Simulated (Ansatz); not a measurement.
# PbO2 (Fm-3m) in Ansatz: reference runs

Aim: a first look at PbO2 with PBE, on the cell as given and on a disturbed one, then over a range of volumes.

All numbers are computed with Ansatz 0.2.0; they aren't measurements. Logs are shortened: lines on timing, memory, paths and dates and some standing lists are left out, and cuts for length are marked.

### Step 1. The crystal as given

It takes space group Fm-3m (No. 225, cubic). Conventional cell: a = 5.404 Å, b = 5.404 Å, c = 5.404 Å, α = 90.00°, β = 90.00°, γ = 90.00°. Around Pb (site symmetry m-3m) lie 8 O at 2.34 Å. O (site symmetry -43m) is surrounded by 4 Pb at 2.34 Å.

The cell comes from a database or a generator and needn't be the stable form of this composition.

### Step 2. Single point, PBE

File input.yaml:

```yaml
crystal:
  lattice:
    - [0.0, 2.701992, 2.701992]
    - [2.701992, 0.0, 2.701992]
    - [2.701992, 2.701992, 0.0]
  atoms:
    - { symbol: Pb, position: [0.0, 0.0, 0.0] }
    - { symbol: O, position: [0.75, 0.75, 0.75] }
    - { symbol: O, position: [0.25, 0.25, 0.25] }
hamiltonian:
  xc: pbe
  pseudopotentials: { kind: paw }
kpoints:
  mp_grid: { grid: [9, 9, 9] }
scf:
  occupations: { method: fermi_dirac, width: 0.05 }
output:
  forces: true
  stress: true
  eigenvalues: true
```

Potentials or basis: Ansatz PAW.

Launch:

```sh
$ ansatz run input.yaml --threads 2 --pin off --max-ram 5120MiB --backend cpu --events-out ev --progress --plain --runs-dir out
```

Output:

```text
Warning: RAYON_NUM_THREADS=2 ignored (pool sized by the plan → 2); use --threads N
Engine: ansatz 0.2.0, x86_64-unknown-linux-gnu
Pseudopotentials: kind: paw
Pseudopotential: Pb, paw, valence charge 14, recommended cutoff 420 eV (normal), Pb.paw.azcp
Pseudopotential: O, paw, valence charge 6, recommended cutoff 420 eV (normal), O.paw.azcp
Functional definition: PBE
  parameter kappa = 0.804
  parameter beta = 0.06672455060314922
  exchange = pbe_x(kappa = kappa, mu = beta*pi^2/3)
  correlation = pbe_c(beta = beta)
Crystal: 3 atoms, lattice volume = 39.453 Å³
Basis set: ecut = 420 eV, 749 PW (Γ), exchange–correlation on 54×54×54 points (8 copies of the dense FFT grid, shifted against one another)
Bands: 17, of which v1, the nominal top of the filled ones, is band 13 counted from 1 (12 counted from 0)
Symmetry: 48 space group operations
Space group: Fm-3m (ITA 225), of the structure as read, at distance tolerance 3.4e-5 Å
k-points: 35 of 729
Non-local potential: Pb, projectors of the file, l = 0: 2, l = 1: 2, l = 2: 2, l = 3: 2
Non-local potential: O, projectors of the file, l = 0: 2, l = 1: 2, l = 2: 1
PAW form: soft (Blöchl's): semilocal exchange-correlation on the pseudo side does not see the compensation charge
PAW one-centre angular grid: Pb, 590 points (default); XC on 64 Gauss nodes
PAW one-centre angular grid: O, 110 points (default); XC on 64 Gauss nodes
Initial density: superposition of atomic densities (neutral atoms: chi_scale 0, normalization atom), corrected by the library's trained network
Initial wavefunctions: pseudopotential atomic-orbital guess
Functional: x = pbe(κ = 0.804, μ = 0.2195149727645171), c = pbe(β = 0.06672455060314922)
SCF iter   1: F=—  HF=-13038.405022 eV  |F-HF|=—  |Δ(HF+E_count)|=         —  Δρ=2.34e-3  dr2=2.02e-3  ethr=1.77e-3  ⟨swp⟩=6.1  Hψ=3159  notcnv=0
preconditioner: auto → none  [insulator: Δε(μ)=0.581 eV  Ē_g=16.685 eV  σ=0.050 eV  W_gap=0.73  n_scr=14 (ndim 8)  ℏωp=30.1 eV  f_vac=0.058  D(μ)=0.67/eV (n_scr^D=0)  ε∞_Penn≈4.3]
SCF iter   2: F=—  HF=-13038.402509 eV  |F-HF|=—  |Δ(HF+E_count)|=   2.51e-3  Δρ=1.01e-3  dr2=1.31e-4  ethr=7.78e-6  ⟨swp⟩=2.1  Hψ=1472  notcnv=0
SCF iter   3: F=—  HF=-13038.402689 eV  |F-HF|=—  |Δ(HF+E_count)|=   1.80e-4  Δρ=4.51e-4  dr2=2.38e-5  ethr=5.05e-7  ⟨swp⟩=2.4  Hψ=1050  notcnv=0
SCF iter   4: F=—  HF=-13038.402744 eV  |F-HF|=—  |Δ(HF+E_count)|=   5.58e-5  Δρ=7.47e-5  dr2=1.21e-6  ethr=9.16e-8  ⟨swp⟩=2.3  Hψ=908  notcnv=0
SCF iter   5: F=—  HF=-13038.402745 eV  |F-HF|=—  |Δ(HF+E_count)|=   2.95e-7  Δρ=3.27e-5  dr2=4.02e-7  ethr=4.65e-9  ⟨swp⟩=2.0  Hψ=1053  notcnv=0
SCF iter   6: F=-13038.402744 eV  HF=-13038.402745 eV  |F-HF|=4.25e-8  |Δ(HF+E_count)|=   9.41e-8  Δρ=1.14e-5  dr2=5.17e-8  ethr=3.85e-10  ⟨swp⟩=4.5  Hψ=2869  notcnv=0
SCF 1 converged in 6 iterations: F = -13038.402744 eV  dr2 = 5.17e-8
SCF converged after 6 iterations
Free energy (F): -13038.402744 eV
Harris-Foulkes:  -13038.402745 eV  (|F-HF|=4.25e-8)
Internal energy: -13038.396838 eV  (E = F + TS)
E sigma→0 (E₀):  -13038.399791 eV
Entropy (-TS):   -0.005906 eV (-1.969 meV/atom)
Fermi energy:    9.627777 eV
--- Per-component energies (eV) ---
  E_band       = -5.545707
  E_kinetic    = 638.652114
  E_local      = -1506.812440  (includes V_loc(G=0)·N_el)
  E_nonlocal   = 451.346133
  E_hartree    = 574.513887
  E_xc         = -363.427992
  E_vxc        = -315.195701  (∫ρ·V_xc dr)
  E_paw        = -10732.069200  (= ΣΔE_a)
  E_vpaw       = -422.565268  (= ΣTr[D̂ρ^β])
  E_aug_tail   = 0.004845  (compensation charges beyond the density's cutoff)
  E_ewald      = -2100.604185
  E_smearing   = -0.005906  (= −TS)
  E_closure    = 0.000000  (closes the sum)
  Σ components = -13038.402744   (vs F -13038.402744, Δ=0.00e0)
--- Forces (eV/Å), atoms counted from 1 ---
  atom   1  Pb    -0.00000000     0.00000000    -0.00000000
  atom   2  O     -0.00000000     0.00000000     0.00000000
  atom   3  O      0.00000000    -0.00000000     0.00000000
  max |Σ_I F_I| component: 9.25e-18 eV/Å
--- Stress (GPa, compression-positive) ---
        0.399894       0.000000       0.000000
        0.000000       0.399894       0.000000
       -0.000000       0.000000       0.399894
  P = ⅓ Tr σ = 0.3999 GPa (3.999 kbar)
--- Band table (eV; the first three rows and the last of 35) ---
  k-point 0: bands = ["-8.8647", "-6.0597", "-6.0407", "-6.0407", "-6.0407", "-5.8082", "-5.8082", "6.9229", "7.6709", "7.6709", "7.6709", "8.4339", "8.4339", "8.4339", "16.6420", "16.6420", "16.6420"]
  k-point 1: bands = ["-8.7661", "-6.6487", "-6.0260", "-6.0260", "-5.8092", "-5.8092", "-5.4396", "5.9859", "7.4529", "7.5659", "7.5659", "8.4143", "8.4143", "9.4276", "16.3896", "16.8949", "16.8949"]
  k-point 2: bands = ["-8.5169", "-7.1146", "-5.9951", "-5.9951", "-5.8048", "-5.8048", "-4.9485", "4.6872", "7.0799", "7.3196", "7.3196", "8.3560", "8.3560", "10.6893", "16.2084", "17.5677", "17.5677"]
  k-point 34: bands = ["-7.8757", "-7.8113", "-5.8808", "-5.7986", "-5.7882", "-5.0782", "-4.7380", "1.6815", "4.9639", "6.7474", "7.3916", "9.2116", "9.5791", "11.8709", "17.6051", "18.5469", "19.1287"]
```

Wall time 0.52 s (2 threads of Intel Xeon 6975P-C (Granite Rapids), shared host); peak memory 0.34 GiB.

What came out:

| Quantity | Value |
| --- | --- |
| Free energy | -13038.4027 eV |
| Pressure | 0.4 GPa |
| Band gap on the k mesh | none (metal or under the smearing width) |

Caveat: the pressure holds a Pulay correction of +0.6 GPa for the finite cutoff. The run has no spin-orbit coupling, so splittings on Pb are missing.

### Step 3. Single point, PBE (atoms moved at random, drawn with an rms of 0.05 Å)

File input.yaml:

```yaml
crystal:
  lattice:
    - [0.0, 2.701992, 2.701992]
    - [2.701992, 0.0, 2.701992]
    - [2.701992, 2.701992, 0.0]
  atoms:
    - { symbol: Pb, position: [-0.003892, 0.001979, 0.005363] }
    - { symbol: O, position: [0.74542, 0.746861, 0.741954] }
    - { symbol: O, position: [0.237996, 0.27224, 0.241215] }
hamiltonian:
  xc: pbe
  pseudopotentials: { kind: paw }
kpoints:
  mp_grid: { grid: [9, 9, 9] }
scf:
  occupations: { method: fermi_dirac, width: 0.05 }
output:
  forces: true
  stress: true
  eigenvalues: true
  write_density: true
  write_potential: true
  elf: true
  volumetric_format: npy
```

Potentials or basis: Ansatz PAW.

Launch:

```sh
$ ansatz run input.yaml --threads 2 --pin off --max-ram 5120MiB --backend cpu --events-out ev --progress --plain --runs-dir out
```

Output:

```text
Warning: RAYON_NUM_THREADS=2 ignored (pool sized by the plan → 2); use --threads N
[... 9 set-up lines as earlier in the session ...]
Crystal: 3 atoms, lattice volume = 39.453 Å³
Basis set: ecut = 420 eV, 749 PW (Γ), exchange–correlation on 54×54×54 points (8 copies of the dense FFT grid, shifted against one another)
Bands: 17, of which v1, the nominal top of the filled ones, is band 13 counted from 1 (12 counted from 0)
Symmetry: 1 space group operations
Space group: P1 (ITA 1), of the structure as read, at distance tolerance 3.4e-5 Å
k-points: 365 of 729 (time reversal used)
[... 8 set-up lines as earlier in the session ...]
SCF iter   1: F=—  HF=-13038.377952 eV  |F-HF|=—  |Δ(HF+E_count)|=         —  Δρ=2.37e-3  dr2=2.06e-3  ethr=1.77e-3  ⟨swp⟩=6.1  Hψ=33225  notcnv=0
preconditioner: auto → none  [insulator: Δε(μ)=0.511 eV  Ē_g=16.685 eV  σ=0.050 eV  W_gap=0.62  n_scr=14 (ndim 8)  ℏωp=30.1 eV  f_vac=0.057  D(μ)=0.67/eV (n_scr^D=0)  ε∞_Penn≈4.3]
SCF iter   2: F=—  HF=-13038.375605 eV  |F-HF|=—  |Δ(HF+E_count)|=   2.35e-3  Δρ=1.01e-3  dr2=1.34e-4  ethr=7.94e-6  ⟨swp⟩=2.1  Hψ=15355  notcnv=0
SCF iter   3: F=—  HF=-13038.375790 eV  |F-HF|=—  |Δ(HF+E_count)|=   1.85e-4  Δρ=5.32e-4  dr2=5.55e-5  ethr=5.15e-7  ⟨swp⟩=2.0  Hψ=10232  notcnv=0
SCF iter   4: F=—  HF=-13038.375934 eV  |F-HF|=—  |Δ(HF+E_count)|=   1.44e-4  Δρ=1.29e-3  dr2=7.28e-4  ethr=2.13e-7  ⟨swp⟩=2.2  Hψ=11020  notcnv=0
SCF iter   5: F=—  HF=-13038.375843 eV  |F-HF|=—  |Δ(HF+E_count)|=   9.17e-5  Δρ=1.52e-4  dr2=8.29e-6  ethr=2.13e-7  ⟨swp⟩=2.2  Hψ=10968  notcnv=0
SCF iter   6: F=—  HF=-13038.375841 eV  |F-HF|=—  |Δ(HF+E_count)|=   1.69e-6  Δρ=2.41e-5  dr2=1.97e-7  ethr=3.19e-8  ⟨swp⟩=2.0  Hψ=8093  notcnv=0
SCF iter   7: F=-13038.375841 eV  HF=-13038.375841 eV  |F-HF|=2.97e-9  |Δ(HF+E_count)|=   3.24e-8  Δρ=3.76e-6  dr2=2.96e-9  ethr=3.85e-10  ⟨swp⟩=10.8  Hψ=46842  notcnv=0
SCF 1 converged in 7 iterations: F = -13038.375841 eV  dr2 = 2.96e-9
  Residual-converged pass: ⟨swp⟩=1.0  Hψ=7672  notcnv=0  max |occ|·‖R‖ = 7.1e-9 eV (tolerance 1.0e-8 eV)  dr2=2.96e-9  dr2_onsite=5.12e-10  max |Δocc| = 1.9e-10
SCF converged after 7 iterations
Free energy (F): -13038.375841 eV
Harris-Foulkes:  -13038.375841 eV  (|F-HF|=2.97e-9)
Internal energy: -13038.369948 eV  (E = F + TS)
E sigma→0 (E₀):  -13038.372894 eV
Entropy (-TS):   -0.005893 eV (-1.964 meV/atom)
Fermi energy:    9.629834 eV
--- Per-component energies (eV) ---
  E_band       = -5.605184
  E_kinetic    = 638.758347
  E_local      = -1508.367079  (includes V_loc(G=0)·N_el)
  E_nonlocal   = 451.355167
  E_hartree    = 575.221091
  E_xc         = -363.455990
  E_vxc        = -315.231878  (∫ρ·V_xc dr)
  E_paw        = -10732.072292  (= ΣΔE_a)
  E_vpaw       = -422.566031  (= ΣTr[D̂ρ^β])
  E_aug_tail   = 0.004829  (compensation charges beyond the density's cutoff)
  E_ewald      = -2099.814021
  E_smearing   = -0.005893  (= −TS)
  E_closure    = 0.000000  (closes the sum)
  Σ components = -13038.375841   (vs F -13038.375841, Δ=0.00e0)
--- Forces (eV/Å), atoms counted from 1 ---
  atom   1  Pb    -0.06104052    -0.29708287     0.09918340
  atom   2  O      0.38032776     0.02468199     0.19014789
  atom   3  O     -0.31928435     0.27240177    -0.28933013
  max |Σ_I F_I| component: 2.89e-6 eV/Å
--- Stress (GPa, compression-positive) ---
        0.887740      -0.184040       0.054710
       -0.184040       0.615479      -0.464611
        0.054710      -0.464611       0.748700
  P = ⅓ Tr σ = 0.7506 GPa (7.506 kbar)
--- Band table (eV; the first three rows and the last of 365) ---
  k-point 0: bands = ["-8.8815", "-6.2594", "-6.0452", "-6.0385", "-5.8403", "-5.8116", "-5.8097", "6.9248", "7.6444", "7.6590", "7.6780", "8.2704", "8.4862", "8.5534", "16.4978", "16.6123", "16.8767"]
  k-point 1: bands = ["-8.7833", "-6.6812", "-6.0336", "-6.0203", "-5.8128", "-5.8108", "-5.4069", "5.9851", "7.4407", "7.5147", "7.5992", "8.3465", "8.4923", "9.4318", "16.3784", "16.7501", "17.1009"]
  k-point 2: bands = ["-8.5354", "-7.1295", "-6.0026", "-5.9895", "-5.8086", "-5.8059", "-4.9345", "4.6889", "7.0731", "7.1920", "7.4283", "8.3550", "8.3778", "10.6856", "16.2015", "17.3736", "17.7973"]
  k-point 364: bands = ["-8.2265", "-7.3359", "-5.9596", "-5.8710", "-5.7688", "-5.6504", "-4.6945", "2.9349", "6.1741", "6.5256", "7.1484", "8.4034", "8.5601", "12.0866", "16.8891", "18.6883", "19.5951"]
```

rho_z.tsv:

```text
# z_ang	rho[e/angstrom^3]
# format = ansatz-planar-average/11
# lattice	0.000000000	2.701992000	2.701992000
# lattice	2.701992000	0.000000000	2.701992000
# lattice	2.701992000	2.701992000	0.000000000
# sites	3
# site	82	0.019838025	0.003974630	-0.005168911
# site	8	4.022766219	4.018872649	4.032131324
# site	8	1.387351302	1.294824288	1.378653590
0.000000	1.039533e0
0.141526	1.036002e0
0.283051	1.001980e0
0.424577	9.580824e-1
0.566103	9.144939e-1
0.707628	8.657665e-1
[... 19 lines left out ...]
3.538142	9.396785e-1
3.679668	1.002694e0
```

Run time: 7.7 s. Hardware: 2 threads of Intel Xeon 6975P-C (Granite Rapids), shared host; peak memory 0.56 GiB.

What came out:

| Quantity | Value |
| --- | --- |
| Free energy | -13038.3758 eV |
| Pressure | 0.8 GPa |
| Largest force | 0.510 eV/Å |
| Band gap on the k mesh | none (metal or under the smearing width) |

Forces on the atoms (eV/Å):
```
Pb  -0.061 -0.297  0.099
O    0.380  0.025  0.190
O   -0.319  0.272 -0.289
```

Levels at points of the mesh, in eV from the Fermi level:
| k point | band 10 | band 11 | band 12 | band 13 | band 14 | band 15 | band 16 | band 17 |
| --- | --- | --- | --- | --- | --- | --- | --- | --- |
| (0.00, 0.00, 0.00) | -1.97 | -1.95 | -1.36 | -1.14 | -1.08 | 6.87 | 6.98 | 7.25 |

Caveat: the pressure holds a Pulay correction of +0.6 GPa for the finite cutoff. Spin-orbit coupling is left out, which matters for the levels of Pb.

### Step 4. Single point, PBE, 12.36 Å³/atom (volume scaled by 0.94)

File input.yaml:

```yaml
crystal:
  lattice:
    - [0.0, 2.6468338291, 2.6468338291]
    - [2.6468338291, 0.0, 2.6468338291]
    - [2.6468338291, 2.6468338291, 0.0]
  atoms:
    - { symbol: Pb, position: [0.0, 0.0, 0.0] }
    - { symbol: O, position: [0.75, 0.75, 0.75] }
    - { symbol: O, position: [0.25, 0.25, 0.25] }
hamiltonian:
  xc: pbe
  pseudopotentials: { kind: paw }
kpoints:
  mp_grid: { grid: [9, 9, 9] }
scf:
  occupations: { method: fermi_dirac, width: 0.05 }
output:
  forces: true
  stress: true
  eigenvalues: true
```

Launch:

```sh
$ ansatz run input.yaml --threads 2 --pin off --max-ram 5120MiB --backend cpu --events-out ev --progress --plain --runs-dir out
```

Wall time 0.54 s (2 threads of Intel Xeon 6975P-C (Granite Rapids), shared host); peak memory 0.33 GiB.

Results (log left out):

```yaml
Free_energy: -13038.3287 eV
Pressure: 10.1 GPa
Band_gap_on_the_k_mesh: none (metal or under the smearing width)
```

Caveat: the pressure holds a Pulay correction of +0.7 GPa for the finite cutoff.

### Step 5. Single point, PBE, 12.63 Å³/atom (volume scaled by 0.96)

Edit input.yaml of step 4 so:

```diff
@@ -2,5 +2,5 @@
   lattice:
-    - [0.0, 2.6468338291, 2.6468338291]
-    - [2.6468338291, 0.0, 2.6468338291]
-    - [2.6468338291, 2.6468338291, 0.0]
+    - [0.0, 2.6654741181, 2.6654741181]
+    - [2.6654741181, 0.0, 2.6654741181]
+    - [2.6654741181, 2.6654741181, 0.0]
   atoms:
@@ -20 +20,5 @@
   eigenvalues: true
+  write_density: true
+  write_potential: true
+  elf: true
+  volumetric_format: npy
```

Launch:

```sh
$ ansatz run input.yaml --threads 2 --pin off --max-ram 5120MiB --backend cpu --events-out ev --progress --plain --runs-dir out
```

Run time: 0.67 s. Hardware: 2 threads of Intel Xeon 6975P-C (Granite Rapids), shared host; peak memory 0.34 GiB.

The run converged. Its results:

```
Free energy            : -13038.3698 eV
Pressure               : 6.5 GPa
Band gap on the k mesh : none (metal or under the smearing width)
```

Caveat: the pressure holds a Pulay correction of +0.6 GPa for the finite cutoff.

### Step 6. Single point, PBE, 12.89 Å³/atom (volume scaled by 0.98)

Edit input.yaml of step 5 so:

```diff
@@ -2,5 +2,5 @@
   lattice:
-    - [0.0, 2.6654741181, 2.6654741181]
-    - [2.6654741181, 0.0, 2.6654741181]
-    - [2.6654741181, 2.6654741181, 0.0]
+    - [0.0, 2.6838572791, 2.6838572791]
+    - [2.6838572791, 0.0, 2.6838572791]
+    - [2.6838572791, 2.6838572791, 0.0]
   atoms:
```

Potentials or basis: Ansatz PAW.

Launch:

```sh
$ ansatz run input.yaml --threads 2 --pin off --max-ram 5120MiB --backend cpu --events-out ev --progress --plain --runs-dir out
```

Wall time 0.63 s (2 threads of Intel Xeon 6975P-C (Granite Rapids), shared host); peak memory 0.34 GiB.

The run converged. Its results:

```yaml
Free_energy: -13038.3938 eV
Pressure: 3.3 GPa
Band_gap_on_the_k_mesh: none (metal or under the smearing width)
```

Caveat: the pressure holds a Pulay correction of +0.6 GPa for the finite cutoff.

### Step 7. Single point, PBE, 13.15 Å³/atom

Edit input.yaml of step 6 so:

```diff
@@ -2,5 +2,5 @@
   lattice:
-    - [0.0, 2.6838572791, 2.6838572791]
-    - [2.6838572791, 0.0, 2.6838572791]
-    - [2.6838572791, 2.6838572791, 0.0]
+    - [0.0, 2.701992, 2.701992]
+    - [2.701992, 0.0, 2.701992]
+    - [2.701992, 2.701992, 0.0]
   atoms:
@@ -20,5 +20 @@
   eigenvalues: true
-  write_density: true
-  write_potential: true
-  elf: true
-  volumetric_format: npy
```

Launch:

```sh
$ ansatz run input.yaml --threads 2 --pin off --max-ram 5120MiB --backend cpu --events-out ev --progress --plain --runs-dir out
```

Run time: 0.51 s. Hardware: 2 threads of Intel Xeon 6975P-C (Granite Rapids), shared host; peak memory 0.34 GiB.

The run converged. Its results:

```
Free energy            : -13038.4027 eV
Pressure               : 0.4 GPa
Band gap on the k mesh : none (metal or under the smearing width)
```

Caveat: the pressure holds a Pulay correction of +0.6 GPa for the finite cutoff.

### Step 8. Single point, PBE, 13.41 Å³/atom (volume scaled by 1.02)

Edit input.yaml of step 7 so:

```diff
@@ -2,5 +2,5 @@
   lattice:
-    - [0.0, 2.701992, 2.701992]
-    - [2.701992, 0.0, 2.701992]
-    - [2.701992, 2.701992, 0.0]
+    - [0.0, 2.7198865082, 2.7198865082]
+    - [2.7198865082, 0.0, 2.7198865082]
+    - [2.7198865082, 2.7198865082, 0.0]
   atoms:
@@ -20 +20,5 @@
   eigenvalues: true
+  write_density: true
+  write_potential: true
+  elf: true
+  volumetric_format: npy
```

Launch:

```sh
$ ansatz run input.yaml --threads 2 --pin off --max-ram 5120MiB --backend cpu --events-out ev --progress --plain --runs-dir out
```

It took 0.67 s on 2 threads of Intel Xeon 6975P-C (Granite Rapids), shared host; peak memory 0.34 GiB.

Results (log left out):

```
Free energy            : -13038.3982 eV
Pressure               : -2.2 GPa
Band gap on the k mesh : none (metal or under the smearing width)
```

Caveat: the pressure holds a Pulay correction of +0.6 GPa for the finite cutoff.

### Step 9. Single point, PBE, 13.68 Å³/atom (volume scaled by 1.04)

Edit input.yaml of step 8 so:

```diff
@@ -2,5 +2,5 @@
   lattice:
-    - [0.0, 2.7198865082, 2.7198865082]
-    - [2.7198865082, 0.0, 2.7198865082]
-    - [2.7198865082, 2.7198865082, 0.0]
+    - [0.0, 2.7375486038, 2.7375486038]
+    - [2.7375486038, 0.0, 2.7375486038]
+    - [2.7375486038, 2.7375486038, 0.0]
   atoms:
```

Potentials or basis: Ansatz PAW.

Launch:

```sh
$ ansatz run input.yaml --threads 2 --pin off --max-ram 5120MiB --backend cpu --events-out ev --progress --plain --runs-dir out
```

Wall time 0.66 s (2 threads of Intel Xeon 6975P-C (Granite Rapids), shared host); peak memory 0.34 GiB.

Results (log left out):

```yaml
Free_energy: -13038.3821 eV
Pressure: -4.4 GPa
Band_gap_on_the_k_mesh: none (metal or under the smearing width)
```

Caveat: the pressure holds a Pulay correction of +0.6 GPa for the finite cutoff.

### Step 10. Single point, PBE, 13.94 Å³/atom (volume scaled by 1.06)

File input.yaml:

```yaml
crystal:
  lattice:
    - [0.0, 2.7549856893, 2.7549856893]
    - [2.7549856893, 0.0, 2.7549856893]
    - [2.7549856893, 2.7549856893, 0.0]
  atoms:
    - { symbol: Pb, position: [0.0, 0.0, 0.0] }
    - { symbol: O, position: [0.75, 0.75, 0.75] }
    - { symbol: O, position: [0.25, 0.25, 0.25] }
hamiltonian:
  xc: pbe
  pseudopotentials: { kind: paw }
kpoints:
  mp_grid: { grid: [9, 9, 9] }
scf:
  occupations: { method: fermi_dirac, width: 0.05 }
output:
  forces: true
  stress: true
  eigenvalues: true
```

Launch:

```sh
$ ansatz run input.yaml --threads 2 --pin off --max-ram 5120MiB --backend cpu --events-out ev --progress --plain --runs-dir out
```

It took 0.61 s on 2 threads of Intel Xeon 6975P-C (Granite Rapids), shared host; peak memory 0.34 GiB.

Results (log left out):

```yaml
Free_energy: -13038.3552 eV
Pressure: -6.4 GPa
Band_gap_on_the_k_mesh: none (metal or under the smearing width)
```

Caveat: the pressure holds a Pulay correction of +0.6 GPa for the finite cutoff.

### Step 11. Equation of state, PBE

No new run: the results of the series are fitted here.

What came out:

```yaml
Equilibrium_volume: 13.19 Å³/atom
Bulk_modulus: 134 GPa
Pressure_derivative_of_the_bulk_modulus: 5.0
```

Energy against volume, from the lowest point:
```tsv
volume (Å³/atom)	energy (meV/atom)
12.362	24.67
12.625	10.98
12.888	2.98
13.151	0.00
13.414	1.50
13.677	6.89
13.940	15.85
```

Spin-orbit coupling is left out, which matters for the levels of Pb.

### Step 12. Overview

```tsv
task	cell	gap on the mesh (eV)	pressure (GPa)
single point	as given	none	0.4
single point	atoms moved at random, drawn with an rms of 0.05 Å	none	0.8
equation of state	as given	-	-
```

Alike in all rows: level PBE; potentials or basis Ansatz PAW; no spin polarisation; k mesh 9 × 9 × 9; cutoff (eV) 420; smearing fermi-dirac 0.05 eV.

Total energies depend on the potentials used, so only differences within one code and one set of settings carry meaning.
